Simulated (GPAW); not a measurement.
# FeO (Wuestite) (Fm-3m) in GPAW: further runs

Aim: see how the results for FeO (Wuestite) move with the level of theory and the settings. Levels: r2SCAN+U, RPBE, revPBE+D4. Tasks: single point, band structure, equation of state.

All numbers are computed with GPAW 26.7.0; they aren't measurements. Logs are shortened: lines on timing, memory, paths and dates and some standing lists are left out, and cuts for length are marked. The log counts tension as positive stress, the text compression.

**What was measured.**

“W\"ustite: Electric, thermodynamic and optical properties of FeO”, 2012, arxiv:1203.1201 quotes, for a bulk crystal of FeO: band gap 2.4 eV (optical).

The runs below are set against these values where they give the same quantity.

**1. Starting point**

It takes space group Fm-3m (No. 225, cubic). The conventional cell has a = 4.311 Å, b = 4.311 Å, c = 4.311 Å, α = 90.00°, β = 90.00°, γ = 90.00°. Fe (site symmetry m-3m) is surrounded by 6 O at 2.16 Å. O (site symmetry m-3m) is surrounded by 6 Fe at 2.16 Å.

**2. Single point, r2SCAN+U, collinear spin, ferromagnetic start**

run.py reads:

```python
from ase.dft.bandgap import bandgap
from ase.io import write
from ase.spacegroup import crystal
from ase.units import GPa
from gpaw import GPAW, PW, setup_paths

setup_paths.insert(0, '.')

# Fe 4a
# O 4b
atoms = crystal(['Fe', 'O'],
                basis=[[0.0, 0.0, 0.0],
                       [0.5, 0.0, 0.0]],
                spacegroup=225, setting=1,  # Fm-3m
                cellpar=[4.3108, 4.3108, 4.3108, 90.0, 90.0, 90.0],
                primitive_cell=True)
atoms.set_initial_magnetic_moments([4.0, 0.0])

calc = GPAW(mode=PW(600),
            xc='MGGA_X_R2SCAN+MGGA_C_R2SCAN',
            kpts={'size': (9, 9, 9), 'gamma': True},
            occupations={'name': 'fermi-dirac', 'width': 0.05},
            setups={'Fe': 'jth:d,3.0', 'O': 'jth'},
            nbands=-10,
            maxiter=120,
            txt='gpaw.txt')
atoms.calc = calc
energy = atoms.get_potential_energy()
forces = atoms.get_forces()
stress = atoms.get_stress()
calc.write('gs.gpw')
write('result.traj', atoms)
print(f'Energy: {energy:.6f} eV')
print('Forces (eV/A):')
print(forces.round(4))
print('Stress (GPa):', (stress / GPa).round(3))
print('Moments:', calc.get_magnetic_moments().round(3))
print('Fermi level:', round(calc.get_fermi_level(), 4), 'eV')
print(f'Gap: {bandgap(calc)[0]:.4f} eV, direct: {bandgap(calc, direct=True)[0]:.4f} eV')
```

Potentials or basis: JTH PAW 2.0, PBE, pw.

Started as:

```console
OMP_NUM_THREADS=1 python run.py
```

gpaw.txt:

```text
__  _  _
 | _ |_)|_||  |
 |__||  | ||/\| - 26.7.0

Input parameters:
  mode=PW(ecut=600.0),
  kpts=MonkhorstPack(size=(9, 9, 9), gamma=True),
  maxiter=120,
  nbands=-10,
  occupations=Occupations(name='fermi-dirac', width=0.05),
  setups={'Fe': 'jth:d,3.0', 'O': 'jth'},
  xc=XC(name='MGGA_X_R2SCAN+MGGA_C_R2SCAN')

Diagonalizing LCAO Hamiltonian
Converting LCAO to pw mode

              O

       Fe

Atoms  # Å, Bohr magnetons
|   | symbol |        x |        y |        z |    initial magnetic moments |
|---|--------|----------|----------|----------|-----------------------------|
| 0 |     Fe | 0.000000 | 0.000000 | 0.000000 | ( 0.0000,  0.0000,  4.0000) |
| 1 |      O | 2.155400 | 2.155400 | 2.155400 | ( 0.0000,  0.0000,  0.0000) |

Unit cell  # Å
| periodic |        x |        y |        z |  lengths |    angles |
|----------|----------|----------|----------|----------|-----------|
|      yes | 0.000000 | 2.155400 | 2.155400 | 3.048196 | 60.000000 |
|      yes | 2.155400 | 0.000000 | 2.155400 | 3.048196 | 60.000000 |
|      yes | 2.155400 | 2.155400 | 0.000000 | 3.048196 | 60.000000 |

Number of symmetries: 48
Symmetry operations  # r_c * U_cc + t_c -> r_c
|    | kind |            matrix            |
|----|------|------------------------------|
|  0 |  σ   |  1, 0, 0,  1, 0,-1,  1,-1, 0 |
|  1 |  C2  |  1, 0, 0,  1,-1, 0,  1, 0,-1 |
|  2 |  E   |  1, 0, 0,  0, 1, 0,  0, 0, 1 |
|  3 |  σ   |  1, 0, 0,  0, 0, 1,  0, 1, 0 |
|  4 |  C4  |  1, 0,-1,  1, 0, 0,  1,-1, 0 |
|  5 |  S6  |  1, 0,-1,  1,-1, 0,  1, 0, 0 |
|  6 |  σ   |  1, 0,-1,  0, 1,-1,  0, 0,-1 |
|  7 |  C3  |  1, 0,-1,  0, 0,-1,  0, 1,-1 |
|  8 |  S6  |  1,-1, 0,  1, 0, 0,  1, 0,-1 |
|  9 |  C4  |  1,-1, 0,  1, 0,-1,  1, 0, 0 |
| 10 |  C3  |  1,-1, 0,  0,-1, 1,  0,-1, 0 |
| 11 |  σ   |  1,-1, 0,  0,-1, 0,  0,-1, 1 |
| 12 |  σ   |  0, 1, 0,  1, 0, 0,  0, 0, 1 |
| 13 |  C4  |  0, 1, 0,  0, 1,-1, -1, 1, 0 |
| 14 |  C3  |  0, 1, 0,  0, 0, 1,  1, 0, 0 |
| 15 |  S6  |  0, 1, 0, -1, 1, 0,  0, 1,-1 |
| 16 |  C2  |  0, 1,-1,  1, 0,-1,  0, 0,-1 |
| 17 |  σ   |  0, 1,-1,  0, 1, 0, -1, 1, 0 |
| 18 |  S4  |  0, 1,-1,  0, 0,-1,  1, 0,-1 |
| 19 |  C4  |  0, 1,-1, -1, 1, 0,  0, 1, 0 |
| 20 |  C3  |  0, 0, 1,  1, 0, 0,  0, 1, 0 |
| 21 |  σ   |  0, 0, 1,  0, 1, 0,  1, 0, 0 |
| 22 |  S6  |  0, 0, 1,  0,-1, 1, -1, 0, 1 |
| 23 |  C4  |  0, 0, 1, -1, 0, 1,  0,-1, 1 |
| 24 |  S4  |  0, 0,-1,  1, 0,-1,  0, 1,-1 |
| 25 |  C3  |  0, 0,-1,  0, 1,-1,  1, 0,-1 |
| 26 |  C2  |  0, 0,-1,  0,-1, 0, -1, 0, 0 |
| 27 |  S6  |  0, 0,-1, -1, 0, 0,  0,-1, 0 |
| 28 |  S4  |  0,-1, 1,  1,-1, 0,  0,-1, 0 |
| 29 |  C4  |  0,-1, 1,  0, 0, 1, -1, 0, 1 |
| 30 |  C2  |  0,-1, 1,  0,-1, 0,  1,-1, 0 |
| 31 |  σ   |  0,-1, 1, -1, 0, 1,  0, 0, 1 |
| 32 |  C3  |  0,-1, 0,  1,-1, 0,  0,-1, 1 |
| 33 |  S6  |  0,-1, 0,  0, 0,-1, -1, 0, 0 |
| 34 |  S4  |  0,-1, 0,  0,-1, 1,  1,-1, 0 |
| 35 |  C2  |  0,-1, 0, -1, 0, 0,  0, 0,-1 |
| 36 |  C2  | -1, 1, 0,  0, 1, 0,  0, 1,-1 |
| 37 |  S6  | -1, 1, 0,  0, 1,-1,  0, 1, 0 |
| 38 |  S4  | -1, 1, 0, -1, 0, 1, -1, 0, 0 |
| 39 |  C3  | -1, 1, 0, -1, 0, 0, -1, 0, 1 |
| 40 |  S6  | -1, 0, 1,  0, 0, 1,  0,-1, 1 |
| 41 |  C2  | -1, 0, 1,  0,-1, 1,  0, 0, 1 |
| 42 |  C3  | -1, 0, 1, -1, 1, 0, -1, 0, 0 |
| 43 |  S4  | -1, 0, 1, -1, 0, 0, -1, 1, 0 |
| 44 |  C2  | -1, 0, 0,  0, 0,-1,  0,-1, 0 |
| 45 |  i   | -1, 0, 0,  0,-1, 0,  0, 0,-1 |
| 46 |  σ   | -1, 0, 0, -1, 1, 0, -1, 0, 1 |
| 47 |  C2  | -1, 0, 0, -1, 0, 1, -1, 1, 0 |

BZ-sampling:
  Number of BZ points: 729
  Number of IBZ points: 35

  Monkhorst-Pack size: [9, 9, 9]
  Monkhorst-Pack shift: [0, 0, 0]

K-points  # in reciprocal-cell coordinates
|     |                                coordinates |     weight |
|-----|--------------------------------------------|------------|
|   0 | (  0.00000000,   0.00000000,   0.00000000) | 0.00137174 |
|   1 | (  0.11111111,   0.11111111,   0.00000000) | 0.00823045 |
|   2 | (  0.11111111,   0.11111111,   0.11111111) | 0.01097394 |
|   3 | (  0.22222222,   0.11111111,   0.11111111) | 0.01646091 |
|   4 | (  0.22222222,   0.22222222,   0.00000000) | 0.00823045 |
|   5 | (  0.22222222,   0.22222222,   0.11111111) | 0.03292181 |
|   6 | (  0.22222222,   0.22222222,   0.22222222) | 0.01097394 |
|   7 | (  0.33333333,   0.22222222,   0.11111111) | 0.03292181 |
|   8 | (  0.33333333,   0.22222222,   0.22222222) | 0.03292181 |
|   9 | (  0.33333333,   0.33333333,  -0.33333333) | 0.01646091 |
| ... |                                            |            |
|  34 | (  0.44444444,   0.44444444,   0.44444444) | 0.01097394 |

Plane wave coefficients: 680
Cutoff: 600.0 eV

Spin-components: 2 (collinear spins)
Bands:           23
Projectors:      10
Spin-degeneracy: 1
Datatype:        complex128

Parallelization:
  kpt:    1
  domain: 1
  band:   1

Density:
  Valence electrons: 22.0
  Components: 2
  Grid points: [18 18 18]
  Charge: 0.0  # |e|

Potential:
  Grid points: [18 18 18]

species:
  Fe:
    name:    Iron
    Z:       26.0
    valence: 16
    core:    10
    charge:  0.0  # [|e|]
    Hubbard: {U: 3.0,  # eV
              l: 2,
              scale: True}
    compensation charges:
      type: sinc
      rc: 0.96  # [Å]
      lmax: 2
    cutoffs:
      filter: 1.12  # [Å]
      core: 0.82  # [Å]
    projectors
    | kind |    occ | energy [eV] | rcut [Å] |
    |------|--------|-------------|----------|
    |   3s |  2.000 |     -89.481 |    1.065 |
    |   4s |  1.000 |      -4.255 |    1.065 |
    |   3p |  6.000 |     -55.645 |    0.956 |
    |    p |        |      47.620 |    0.956 |
    |   3d |  7.000 |      -3.815 |    1.065 |
    |    d |        |      27.211 |    1.065 |

    Using partial waves for Fe as LCAO basis

  O:
    name:    Oxygen
    Z:       8.0
    valence: 6
    core:    2
    charge:  0.0  # [|e|]
    compensation charges:
      type: sinc
      rc: 0.64  # [Å]
      lmax: 2
    cutoffs:
      filter: 0.75  # [Å]
      core: 0.85  # [Å]
    projectors
    | kind |    occ | energy [eV] | rcut [Å] |
    |------|--------|-------------|----------|
    |   2s |  2.000 |     -23.962 |    0.749 |
    |    s |        |      27.211 |    0.749 |
    |   2p |  4.000 |      -9.031 |    0.749 |
    |    p |        |      27.211 |    0.749 |

    Using partial waves for O as LCAO basis

Reference energy: -36666.817051  # eV

eigensolver:
  PPCG
  Converge bands: occupied
  niter=2

density mixing:
  MSR1-Mixer
  Pratt-step length: 0.05
  Maximum mixing coefficient: 0.75
  Old densities: 10
  SVD Regularization: 0.005
  Good broyden scale: 1.0
  Trust region scale: 1.0
  Backstep threshold: 4.0
  History deletion threshold: 6.0
  Fourier metric: weight=20.0, sigma=0.015

occupation numbers:
  Fermi-Dirac:
    width: 0.0500  # eV

poisson solver:
  ecut: 4800.0  # eV

xc functional:
  name: MGGA_X_R2SCAN+MGGA_C_R2SCAN with 2 nearest neighbor stencil

convergence criteria:
- Maximum [total energy] change in last 3 cyles: 0.0005 eV / valence electron
- Maximum integral of absolute [dens]ity change: 0.0001 electrons / valence electron
- Maximum integral of absolute [eigenst]ate change: 4e-08 eV^2 / valence electron
maximum number of iterations: 120

SCF iterations
|iter     | |      energy | eigst |  dens |  magmom |
|---------|-|-------------|-------|-------|---------|
|iter:   1| |  -30.347518 | +0.21 |       |  +3.9895|
|iter:   2| |  -21.534386 | -1.60 | -0.85 |  +3.9903|
|iter:   3| |50563503336.487930 | +7.84 | -0.85 |+291.1052|
|iter:   4| |   33.335739 | +3.87 | +3.19 |  +4.0222|
|iter:   5| |  -22.040266 | +1.69 | -0.45 |  +3.9165|
|iter:   6| |  -21.529738 | -0.46 | -1.35 |  +3.9489|
|iter:   7| |  -21.621532 | -2.25 | -1.44 |  +3.9808|
|iter:   8| |  -21.624571 | -3.33 | -1.86 |  +4.0213|
|iter:   9| |  -21.625066c| -4.51 | -2.40 |  +4.0131|
|iter:  10| |  -21.625250c| -4.39 | -2.64 |  +4.0033|
|iter:  11| |  -21.625252c| -6.59 | -3.74 |  +4.0034|
|iter:  12| |  -21.625250c| -7.08 | -3.89 |  +4.0032|
|iter:  13| |  -21.625250c| -7.92c| -4.42c|  +4.0031|

Converged in 13 steps
Energy contributions relative to reference atoms: (reference = -36666.817051)

Energy contributions:
  Kinetic:          18.959739
  Coulomb:         -18.672737
  Zero:              0.035247
  External:          0.000000
  Xc:              -21.942852
  Entropy:          -0.009294
  Spinorbit:         0.000000
  ----------------------------
  Free energy:     -21.629897
  Extrapolated:    -21.625250

dipole moment: (-15.840129, -15.840129, -15.840129)  # |e|*Ang

Total magnetic moment: (0.000000, 0.000000, 4.003143)

Local magnetic moments
|        x |        y |        z |
|----------|----------|----------|
| 0.000000 | 0.000000 | 3.766913 |  # Fe   0
| 0.000000 | 0.000000 | 0.206566 |  # O    1

Fermi level: 9.266
Eigenvalues  # (at kpt = [0.000, 0.000, 0.000])
| band index |      eig [eV] | occ [0-1] |      eig [eV] | occ [0-1] |
|------------|---------------|-----------|---------------|-----------|
|          0 |       -85.708 |     1.000 |       -79.975 |     1.000 |
|        ... |               |           |               |           |
|          5 |         1.785 |     1.000 |         4.778 |     1.000 |
|          6 |         1.785 |     1.000 |         4.778 |     1.000 |
|          7 |         1.886 |     1.000 |         4.778 |     1.000 |
|          8 |         1.886 |     1.000 |         8.519 |     1.000 |
|          9 |         1.886 |     1.000 |         8.519 |     1.000 |
|         10 |         4.275 |     1.000 |         8.519 |     1.000 |
|         11 |         4.275 |     1.000 |         9.588 |     0.002 |
|         12 |         4.275 |     1.000 |        10.736 |     0.000 |
|         13 |         8.671 |     1.000 |        10.736 |     0.000 |
|         14 |        24.210 |     0.000 |        24.267 |     0.000 |
|         15 |        25.318 |     0.000 |        27.112 |     0.000 |
|         16 |        25.318 |     0.000 |        27.112 |     0.000 |
|         17 |        25.318 |     0.000 |        27.112 |     0.000 |
|         18 |        29.664 |     0.000 |        31.764 |     0.000 |
|         19 |        29.664 |     0.000 |        31.764 |     0.000 |
|        ... |               |           |               |           |
|         22 |        32.121 |     0.000 |        34.543 |     0.000 |

No gap
No difference between direct/indirect transitions

Forces  # eV/Ang
|       x |        y |       z |
|---------|----------|---------|
| 0.00000 |  0.00000 | 0.00000 |  # Fe   0
| 0.00000 | -0.00000 | 0.00000 |  # O    1

Stress tensor  # eV/Ang^3
|        x |        y |        z |
|----------|----------|----------|
| 0.039819 | 0.000000 | 0.000000 |
| 0.000000 | 0.039819 | 0.000000 |
| 0.000000 | 0.000000 | 0.039819 |

# Writing to gs.gpw (mode='')
```

It took 3.1 min on 1 thread of Arm Neoverse N1, shared host; peak memory 0.34 GiB.

What came out:

- Free energy: -21.6299 eV
- Pressure: -6.4 GPa
- Band gap on the k mesh: none (metal or under the smearing width)
- Net moment: 4.00 μB per cell
- Site moments: Fe +3.77; O +0.21 μB

Levels at points of the mesh, in eV from the Fermi level:
Spin up:
```
           k point  band 10  band 11  band 12  band 13  band 14  band 15  band 16  band 17
(0.00, 0.00, 0.00)    -7.38    -4.99    -4.99    -4.99    -0.60    14.94    16.05    16.05
```
Spin down:
| k point | band 5 | band 6 | band 7 | band 8 | band 9 | band 10 | band 11 | band 12 | band 13 | band 14 |
| --- | --- | --- | --- | --- | --- | --- | --- | --- | --- | --- |
| (0.00, 0.00, 0.00) | -22.42 | -4.49 | -4.49 | -4.49 | -0.75 | -0.75 | -0.75 | 0.32 | 1.47 | 1.47 |

Caveat: the cutoff is short for stress and forces, so pressures can be off by a GPa or more; the program truncates these outside data sets; the PAW data sets were made with another functional, which shifts forces and pressure a little; a cell with one magnetic atom can't hold antiferromagnetic order, which such compounds often take.

(Part 1 of 3 ends here.)
